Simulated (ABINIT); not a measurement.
# Co (P6_3/mmc) in ABINIT: convergence with cutoff

Aim: find how far cutoff must go before the results for Co settle, at PBE. This setting moves, with any that are tied to it; all else stays.

All numbers are computed with ABINIT 10.8.3 (patched build); they aren't measurements. Logs are shortened: lines on timing, memory, paths and dates and some standing lists are left out, and cuts for length are marked. The log counts tension as positive stress, the text compression.

**1. The structure**

The structure is hexagonal, space group P6_3/mmc (No. 194). Conventional cell: a = 2.472 Å, b = 2.472 Å, c = 4.021 Å, α = 90.00°, β = 90.00°, γ = 120.00°. Co (site symmetry -6m2) has 12 Co at 2.47 Å as nearest neighbours.

**2. With cutoff 10.5 Ha**

Contents of run.abi:

```
# Pseudopotentials
pp_dirpath "./"
pseudos "Co.GGA_PBE-JTH.xml"

# Structure
acell 4.6714027971 4.6714027971 7.5988610189
rprim
     1.0000000000     0.0000000000     0.0000000000
    -0.5000000000     0.8660254038     0.0000000000
     0.0000000000     0.0000000000     1.0000000000
ntypat 1
znucl 27
natom 2
typat 1 1
xred
     0.6666666667     0.3333333333     0.7500000000
     0.3333333333     0.6666666667     0.2500000000

# Plane-wave basis
ecut 10.5
pawecutdg 63.6
pawxcdev 0

# k points
kptopt 1
ngkpt 10 10 6
nshiftk 1
shiftk 0.0 0.0 0.0

# Exchange and correlation
ixc 11

# Bands and occupations
nband 22
occopt 7
tsmear 0.1 eV

# Spin
nsppol 2
spinat
     0.0000000000     0.0000000000     2.0000000000
     0.0000000000     0.0000000000     2.0000000000

# SCF cycle
nstep 100
tolvrs 1.0e-9

# Output
iomode 3
prtwf 0
prtden 0
prteig 0
prtebands 0
```

Potentials or basis: JTH PAW PBE v2.0.

Run with:

```
> abinit run.abi > log 2>&1
```

run.abo:

```text
.Version 10.8.3 of ABINIT
 Symmetries : space group P6_3/m m c (#194); Bravais hP (primitive hexag.)
================================================================================
 Values of the parameters that define the memory need of the present run
     intxc =       0    ionmov =       0      iscf =      17    lmnmax =      18
     lnmax =       6     mgfft =      24  mpssoang =       3    mqgrid =    3001
     natom =       2  nloc_mem =       2    nspden =       2   nspinor =       1
    nsppol =       2      nsym =      24    n1xccc =       1    ntypat =       1
    occopt =       7   xclevel =       2
       mpw =         244          nfft =        5400          nkpt =          56
 PAW method is used; the additional fine FFT grid is defined by:
   mgfftf=        60    nfftf =     77760
================================================================================
================================================================================

--------------------------------------------------------------------------------
------------- Echo of variables that govern the present computation ------------
--------------------------------------------------------------------------------
 -outvars: echo values of preprocessed input variables --------
            acell      4.6714027971E+00  4.6714027971E+00  7.5988610189E+00 Bohr
              amu      5.89332000E+01
             ecut      1.05000000E+01 Hartree
                       outvar_i_n : Printing only first  50 k-points.
              ixc          11
                       outvar_i_n : Printing only first  50 k-points.
         kptrlatt       10    0    0      0   10    0      0    0    6
          kptrlen      4.55931661E+01
            natom           2
            nband          22
            ngfft          15      15      24
          ngfftdg          36      36      60
             nkpt          56
           nspden           2
           nsppol           2
            nstep         100
             nsym          24
           ntypat           1
                       prtocc : prtvol=0, do not print more k-points.
                       1.000000  1.000000  1.000000  1.000000  1.000000  1.000000
                       1.000000  1.000000  1.000000  1.000000  1.000000  1.000000
                       1.000000  1.000000  1.000000  1.000000  1.000000  0.000000
                       0.000000  0.000000  0.000000  0.000000
                       1.000000  1.000000  1.000000  1.000000  1.000000  1.000000
                       1.000000  1.000000  1.000000  1.000000  1.000000  1.000000
                       1.000000  1.000000  1.000000  1.000000  1.000000  0.000000
                       0.000000  0.000000  0.000000  0.000000
                       1.000000  1.000000  1.000000  1.000000  1.000000  1.000000
                       1.000000  1.000000  1.000000  1.000000  1.000000  1.000000
                       1.000000  1.000000  1.000000  1.000000  1.000000  0.000000
                       0.000000  0.000000  0.000000  0.000000
                       1.000000  1.000000  1.000000  1.000000  1.000000  1.000000
                       1.000000  1.000000  1.000000  1.000000  1.000000  1.000000
                       1.000000  1.000000  1.000000  1.000000  1.000000  0.000000
                       0.000000  0.000000  0.000000  0.000000
                       1.000000  1.000000  1.000000  1.000000  1.000000  1.000000
[... 168 lines left out ...]
                       1.000000  1.000000  1.000000  1.000000  1.000000  1.000000
                       1.000000  1.000000  1.000000  1.000000  1.000000  0.000000
[... 190 lines left out ...]
 Eigenvalues (hartree) for nkpt=  56  k points, SPIN UP:
 kpt#   1, nband= 22, wtk=  0.00167, kpt=  0.0000  0.0000  0.0000 (reduced coord)
  -3.00129   -2.99909   -1.65522   -1.64313   -1.64313   -1.64234   -1.64082   -1.64082
   0.19850    0.33932    0.43381    0.43654    0.43654    0.44871    0.44871    0.46175
   0.46175    0.50221    0.50221    0.52736    0.76798    1.34527
      occupation numbers for kpt#   1
   1.00000    1.00000    1.00000    1.00000    1.00000    1.00000    1.00000    1.00000
   1.00000    1.00000    1.00000    1.00000    1.00000    1.00000    1.00000    1.00000
   1.00000    1.00000    1.00000    0.98361    0.00000    0.00000
 prteigrs : prtvol=0 or 1, do not print more k-points.

 Eigenvalues (hartree) for nkpt=  56  k points, SPIN DOWN:
 kpt#   1, nband= 22, wtk=  0.00167, kpt=  0.0000  0.0000  0.0000 (reduced coord)
  -2.92430   -2.92193   -1.58087   -1.56788   -1.56788   -1.56685   -1.56545   -1.56545
   0.19891    0.37459    0.49488    0.49820    0.49820    0.51235    0.51235    0.52566
   0.52836    0.52836    0.57336    0.57336    0.80711    1.33501
      occupation numbers for kpt#   1
   1.00000    1.00000    1.00000    1.00000    1.00000    1.00000    1.00000    1.00000
   1.00000    1.00000    1.00000    1.00000    1.00000    1.00000    1.00000    0.99735
   0.95962    0.95962    0.00000    0.00000    0.00000    0.00000
 prteigrs : prtvol=0 or 1, do not print more k-points.

--- !EnergyTerms
iteration_state     : {dtset: 1, }
comment             : Components of total free energy in Hartree
kinetic             :  2.37430997745063E+01
hartree             :  6.80769624370635E+01
xc                  : -6.33600598109007E+00
Ewald energy        : -2.00818620438532E+02
psp_core            :  7.15981755828285E+00
local_psp           : -2.35521858190668E+02
PAW spherical_terms :  5.09477356311885E+01
internal            : -2.92748869209249E+02
'-kT*entropy'       : -3.46885224135909E-04
total_energy        : -2.92749216094473E+02
total_energy_eV     : -7.96611199235486E+03
...

--- !EnergyTermsDC
iteration_state     : {dtset: 1, }
comment             : '"Double-counting" decomposition of free energy'
band_energy         : -2.31884514170361E+01
Ewald energy        : -2.00818620438532E+02
psp_core            :  7.15981755828285E+00
xc_dc               : -6.61575648975265E+01
PAW spherical_terms : -9.74404949660506E+00
internal            : -2.92748868691417E+02
'-kT*entropy'       : -3.46885224135909E-04
total_energy_dc     : -2.92749215576641E+02
total_energy_dc_eV  : -7.96611197826393E+03
...

--- !EnergyTermsWithPAWCore
iteration_state     : {dtset: 1, }
comment             : 'Components of total free energy, including PAW core contributions'
Total energy        : -2.78683180154644E+03
Total energy DC     : -2.78683180102860E+03
Total energy (eV)   : -7.58335565544631E+04
Total energy DC (eV): -7.58335565403722E+04
...

 Cartesian components of stress tensor (hartree/bohr^3)
  sigma(1 1)=  2.93671682E-03  sigma(3 2)=  0.00000000E+00
  sigma(2 2)=  2.93671681E-03  sigma(3 1)=  0.00000000E+00
  sigma(3 3)=  2.96030763E-03  sigma(2 1)=  0.00000000E+00

-Cartesian components of stress tensor (GPa)         [Pressure= -8.6633E+01 GPa]
- sigma(1 1)=  8.64011917E+01  sigma(3 2)=  0.00000000E+00
- sigma(2 2)=  8.64011917E+01  sigma(3 1)=  0.00000000E+00
- sigma(3 3)=  8.70952575E+01  sigma(2 1)=  0.00000000E+00

== END DATASET(S) ==============================================================
================================================================================

 -outvars: echo values of variables after computation  --------
            acell      4.6714027971E+00  4.6714027971E+00  7.5988610189E+00 Bohr
           etotal     -2.9274921558E+02
            fcart     -2.8820520731E-29 -1.4975581862E-28 -0.0000000000E+00
                       2.8820520731E-29  1.4975581862E-28 -0.0000000000E+00
            rprim      1.0000000000E+00  0.0000000000E+00  0.0000000000E+00
                      -5.0000000000E-01  8.6602540380E-01  0.0000000000E+00
                       0.0000000000E+00  0.0000000000E+00  1.0000000000E+00
           strten      2.9367168158E-03  2.9367168139E-03  2.9603076329E-03
                       0.0000000000E+00  0.0000000000E+00  0.0000000000E+00
           xangst      1.2359999507E+00  7.1360490430E-01  3.0158580580E+00
                      -6.8524551416E-18  1.4272098086E+00  1.0052860193E+00
             xred      6.6666666667E-01  3.3333333333E-01  7.5000000000E-01
                       3.3333333333E-01  6.6666666667E-01  2.5000000000E-01
 Calculation completed.
```

It took 31 s on 1 thread of Arm Neoverse V1, shared host; peak memory 0.13 GiB.

Results:

| Item | Value |
| --- | --- |
| Free energy | -7966.1120 eV |
| Band gap on the k mesh | none (metal or under the smearing width) |
| Net moment | 3.30 μB per cell |
| Site moments | Co +1.72 μB |
| Valence electrons inside the program's atomic spheres | Co 15.59 (radii [1.1161] Å) |

**3. With cutoff 13 Ha**

run.abi: that of step 2 with these lines changed.

```diff
@@ -19,3 +19,3 @@
 # Plane-wave basis
-ecut 10.5
+ecut 13.0
 pawecutdg 63.6
```

Potentials or basis: JTH PAW PBE v2.0.

Run with:

```
> abinit run.abi > log 2>&1
```

Wall time 38 s (1 thread of Arm Neoverse V1, shared host); peak memory 0.14 GiB.

Results (log left out):

```yaml
Free_energy: -7967.3651 eV
Band_gap_on_the_k_mesh: none (metal or under the smearing width)
Net_moment: 3.30 μB per cell
Site_moments: Co +1.72 μB
Valence_electrons_inside_the_program's_atomic_spheres: Co 15.57 (radii [1.1161] Å)
```

**4. With cutoff 15.5 Ha**

run.abi: that of step 3 with these lines changed.

```diff
@@ -19,3 +19,3 @@
 # Plane-wave basis
-ecut 13.0
+ecut 15.5
 pawecutdg 63.6
```

Run with:

```
> abinit run.abi > log 2>&1
```

It took 49 s on 1 thread of Arm Neoverse V1, shared host; peak memory 0.14 GiB.

The run converged. Its results:

```
Free energy                                           : -7967.4709 eV
Band gap on the k mesh                                : none (metal or under the smearing width)
Net moment                                            : 3.30 μB per cell
Site moments                                          : Co +1.72 μB
Valence electrons inside the program's atomic spheres : Co 15.57 (radii [1.1161] Å)
```

**5. With cutoff 18 Ha**

run.abi: that of step 4 with these lines changed.

```diff
@@ -19,3 +19,3 @@
 # Plane-wave basis
-ecut 15.5
+ecut 18.0
 pawecutdg 63.6
```

Run with:

```
> abinit run.abi > log 2>&1
```

Run time: 53 s. Hardware: 1 thread of Arm Neoverse V1, shared host; peak memory 0.15 GiB.

It converged, with:

```yaml
Free_energy: -7967.7067 eV
Band_gap_on_the_k_mesh: none (metal or under the smearing width)
Net_moment: 3.30 μB per cell
Site_moments: Co +1.72 μB
Valence_electrons_inside_the_program's_atomic_spheres: Co 15.57 (radii [1.1161] Å)
```

**6. With cutoff 22 Ha**

run.abi: that of step 5 with these lines changed.

```diff
@@ -19,3 +19,3 @@
 # Plane-wave basis
-ecut 18.0
+ecut 22.0
 pawecutdg 63.6
```

Potentials or basis: JTH PAW PBE v2.0.

Run with:

```
> abinit run.abi > log 2>&1
```

Wall time 73 s (1 thread of Arm Neoverse V1, shared host); peak memory 0.16 GiB.

Results (log left out):

```yaml
Free_energy: -7967.9136 eV
Band_gap_on_the_k_mesh: none (metal or under the smearing width)
Net_moment: 3.30 μB per cell
Site_moments: Co +1.72 μB
Valence_electrons_inside_the_program's_atomic_spheres: Co 15.57 (radii [1.1161] Å)
```

**7. With cutoff 26 Ha**

run.abi: that of step 6 with these lines changed.

```diff
@@ -19,3 +19,3 @@
 # Plane-wave basis
-ecut 22.0
+ecut 26.0
 pawecutdg 63.6
```

Run with:

```
> abinit run.abi > log 2>&1
```

Wall time 1.7 min (1 thread of Arm Neoverse V1, shared host); peak memory 0.17 GiB.

Results (log left out):

```
Free energy                                           : -7967.9329 eV
Pressure                                              : 5.6 GPa
Band gap on the k mesh                                : none (metal or under the smearing width)
Net moment                                            : 3.30 μB per cell
Site moments                                          : Co +1.72 μB
Valence electrons inside the program's atomic spheres : Co 15.57 (radii [1.1161] Å)
```

**8. With cutoff 30 Ha**

run.abi: that of step 7 with these lines changed.

```diff
@@ -19,3 +19,3 @@
 # Plane-wave basis
-ecut 26.0
+ecut 30.0
 pawecutdg 63.6
```

Run with:

```
> abinit run.abi > log 2>&1
```

Run time: 2 min. Hardware: 1 thread of Arm Neoverse V1, shared host; peak memory 0.18 GiB.

It converged, with:

| Quantity | Value |
| --- | --- |
| Free energy | -7967.9432 eV |
| Pressure | 5.1 GPa |
| Band gap on the k mesh | none (metal or under the smearing width) |
| Net moment | 3.30 μB per cell |
| Site moments | Co +1.72 μB |
| Valence electrons inside the program's atomic spheres | Co 15.57 (radii [1.1161] Å) |

**9. With cutoff 35 Ha**

run.abi: that of step 8 with these lines changed.

```diff
@@ -19,3 +19,3 @@
 # Plane-wave basis
-ecut 30.0
+ecut 35.0
 pawecutdg 63.6
```

Potentials or basis: JTH PAW PBE v2.0.

Run with:

```
> abinit run.abi > log 2>&1
```

Wall time 2.7 min (1 thread of Arm Neoverse V1, shared host); peak memory 0.21 GiB.

The run converged. Its results:

- Free energy: -7967.9587 eV
- Pressure: 5.4 GPa
- Band gap on the k mesh: none (metal or under the smearing width)
- Net moment: 3.30 μB per cell
- Site moments: Co +1.72 μB
- Valence electrons inside the program's atomic spheres: Co 15.57 (radii [1.1161] Å)

**10. With cutoff 41.5 Ha**

run.abi: that of step 9 with these lines changed.

```diff
@@ -19,3 +19,3 @@
 # Plane-wave basis
-ecut 35.0
+ecut 41.5
 pawecutdg 63.6
```

Run with:

```
> abinit run.abi > log 2>&1
```

Run time: 3.7 min. Hardware: 1 thread of Arm Neoverse V1, shared host; peak memory 0.23 GiB.

The run converged. Its results:

```
Free energy                                           : -7967.9615 eV
Pressure                                              : 5.7 GPa
Band gap on the k mesh                                : none (metal or under the smearing width)
Net moment                                            : 3.30 μB per cell
Site moments                                          : Co +1.72 μB
Valence electrons inside the program's atomic spheres : Co 15.57 (radii [1.1161] Å)
```

**11. Summary**

```
 cutoff  energy less the tightest run, at zero smearing (meV/atom)  SCF cycles  CPU time (s)  peak memory (GiB)
10.5 Ha                                                     924.69          16            31               0.13
  13 Ha                                                     298.17          17            38               0.14
15.5 Ha                                                     245.27          16            49               0.14
  18 Ha                                                     127.37          15            53               0.15
  22 Ha                                                      23.92          16            72               0.16
  26 Ha                                                      14.28          17           100               0.17
  30 Ha                                                       9.10          16           120               0.18
  35 Ha                                                       1.39          16           160               0.21
41.5 Ha                                                       0.00          17           220               0.23
```

Not settled before the last step: the energy (to 1 meV/atom). The tightest run that finished is the yardstick and may itself not be fully converged.
